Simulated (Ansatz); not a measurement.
A plane-wave DFT run in Ansatz 0.2.0 (scalar-relativistic PAW potentials unless the input names others): input and command.

```yaml
crystal:
  lattice:
    - [0.0, 2.3713072074, 2.3713072074]
    - [2.3713072074, 0.0, 2.3713072074]
    - [2.3713072074, 2.3713072074, 0.0]
  atoms:
    - { symbol: B, position: [0.0, 0.0, 0.0] }
    - { symbol: As, position: [0.75, 0.75, 0.75] }
kpoints:
  mp_grid: { grid: [10, 10, 10] }
hamiltonian:
  xc: pbe
scf:
  occupations: { method: fixed }
output:
  forces: true
  eigenvalues: true
  stress: true
magnetization:
  spin_polarized: true
accuracy: medium
```

```bash
ansatz run input.yaml --threads 1 --pin off --max-ram 3072MiB --backend cpu --events-out ev --progress --plain --runs-dir out
```

Abridged log:
```
Pseudopotentials: kind: paw
Pseudopotential: B, paw, valence charge 3, recommended cutoff 420 eV (normal)
Pseudopotential: As, paw, valence charge 15, recommended cutoff 420 eV (normal)
Functional definition: PBE
Crystal: 2 atoms, lattice volume = 26.668 Å³
Basis set: ecut = 420 eV, 531 PW (Γ), exchange–correlation on 48×48×48 points (8 copies of the dense FFT grid, shifted against one another)
Bands: 13, of which v1, the nominal top of the filled ones, is band 9 counted from 1 (8 counted from 0)
Symmetry: 24 space group operations
Space group: F-43m (ITA 216), of the structure as read, at distance tolerance 3.0e-5 Å
k-points: 47 of 1000 (time reversal used)
Initial density: superposition of atomic densities (chi_scale 0.1, normalization cell, long waves kept (reshape's long-wave potential 0.00 eV rms))
Initial wavefunctions: pseudopotential atomic-orbital guess
Functional: x = pbe(κ = 0.804, μ = 0.21951497), c = pbe(β = 0.06672455)
SCF iter   1: F=—  HF=-5012.766854 eV  |F-HF|=—  |Δ(HF+E_count)|=         —  Δρ=4.06e-2 (↑4.06e-2 ↓4.06e-2) dr2=2.21e0  dr2_m=0.00e0  M=0.000 μB ∫|m|=0.000 μB  β_m=0.30  ethr=3.10e-3  ⟨swp⟩=4.1  Hψ=3061  notcnv=0  defer=47
SCF iter   2: F=—  HF=-5012.179752 eV  |F-HF|=—  |Δ(HF+E_count)|=   5.87e-1  Δρ=1.91e-2 (↑1.91e-2 ↓1.91e-2) dr2=3.84e-1  dr2_m=0.00e0  M=0.000 μB ∫|m|=0.000 μB  β_m=0.39  ethr=3.10e-3  ⟨swp⟩=2.0  Hψ=1176  notcnv=0  defer=63
SCF iter   3: F=—  HF=-5012.086448 eV  |F-HF|=—  |Δ(HF+E_count)|=   9.33e-2  Δρ=6.93e-3 (↑6.93e-3 ↓6.93e-3) dr2=3.47e-2  dr2_m=0.00e0  M=0.000 μB ∫|m|=0.000 μB  β_m=0.54  ethr=2.13e-3  ⟨swp⟩=2.3  Hψ=834  notcnv=0  defer=82
SCF iter   4: F=—  HF=-5012.084201 eV  |F-HF|=—  |Δ(HF+E_count)|=   2.25e-3  Δρ=1.04e-3 (↑1.04e-3 ↓1.04e-3) dr2=6.48e-4  dr2_m=0.00e0  M=0.000 μB ∫|m|=0.000 μB  β_m=0.56  ethr=1.93e-4  ⟨swp⟩=2.3  Hψ=760  notcnv=0  defer=87
SCF iter   5: F=—  HF=-5012.084347 eV  |F-HF|=—  |Δ(HF+E_count)|=   1.46e-4  Δρ=2.45e-4 (↑2.45e-4 ↓2.45e-4) dr2=2.84e-5  dr2_m=0.00e0  M=0.000 μB ∫|m|=0.000 μB  β_m=0.70  ethr=3.60e-6  ⟨swp⟩=2.2  Hψ=924  notcnv=0  defer=87
SCF iter   6: F=—  HF=-5012.084365 eV  |F-HF|=—  |Δ(HF+E_count)|=   1.78e-5  Δρ=2.24e-5 (↑2.24e-5 ↓2.24e-5) dr2=4.03e-7  dr2_m=0.00e0  M=0.000 μB ∫|m|=0.000 μB  β_m=0.82  ethr=1.58e-7  ⟨swp⟩=2.1  Hψ=806  notcnv=0  defer=14
SCF iter   7: F=-5012.084365 eV  HF=-5012.084365 eV  |F-HF|=4.92e-9  |Δ(HF+E_count)|=   9.78e-8  Δρ=3.43e-6 (↑3.43e-6 ↓3.43e-6) dr2=6.37e-9  dr2_m=0.00e0  M=0.000 μB ∫|m|=0.000 μB  ethr=5.56e-10  ⟨swp⟩=6.0  Hψ=2921  notcnv=0
SCF 1 converged in 7 iterations: F = -5012.084365 eV  dr2 = 6.37e-9
SCF converged after 7 iterations
Magnetization: 0.0000 μB (9.0000 up, 9.0000 down)
Absolute magnetization: 0.0000 μB (∫|ρ↑−ρ↓|)
Spin contamination: 0.0000 ħ² per cell (⟨S²⟩ above its minimum at these occupations)
Per-site moments (μB) at R_I (Å): [(0.0, 0.84711506), (0.0, 0.84711506)]
Free energy (F): -5012.084365 eV
Harris-Foulkes:  -5012.084365 eV  (|F-HF|=4.92e-9)
Internal energy: -5012.084365 eV  (E = F + TS)
E sigma→0 (E₀):  -5012.084365 eV
Fermi energy:    11.475268 eV
--- Forces (eV/Å), atoms counted from 1 ---
  atom   1  B      0.00000000     0.00000000     0.00000000
  atom   2  As     0.00000000     0.00000000     0.00000000
--- Stress (GPa, compression-positive) ---
        6.000403       0.000000       0.000000
        0.000000       6.000403       0.000000
        0.000000       0.000000       6.000403
  P = ⅓ Tr σ = 6.0004 GPa (60.004 kbar)
```

Apart from outputs, empty bands and the relaxation, which only the reference makes, the input differs from a reference run on usual settings in magnetization: not typed → {"spin_polarized": true}; accuracy: not typed → "medium"; basis.ecutwfc: 420 → not typed. The reference, at the same geometry, ended its own course with pressure 6.00 GPa, largest force 0.000 eV/Å, gap on the mesh 1.16 eV. This run converged in 7 SCF iterations with an energy at zero smearing within 0.01 meV/atom of the reference's, pressure 6.00 GPa, largest force 0.000 eV/Å, gap on the mesh 1.16 eV.

Time: 0.85 s on 1 thread of Intel(R) Xeon(R) 6975P-C (Granite Rapids), with other jobs on the host, peak memory 0.34 GiB.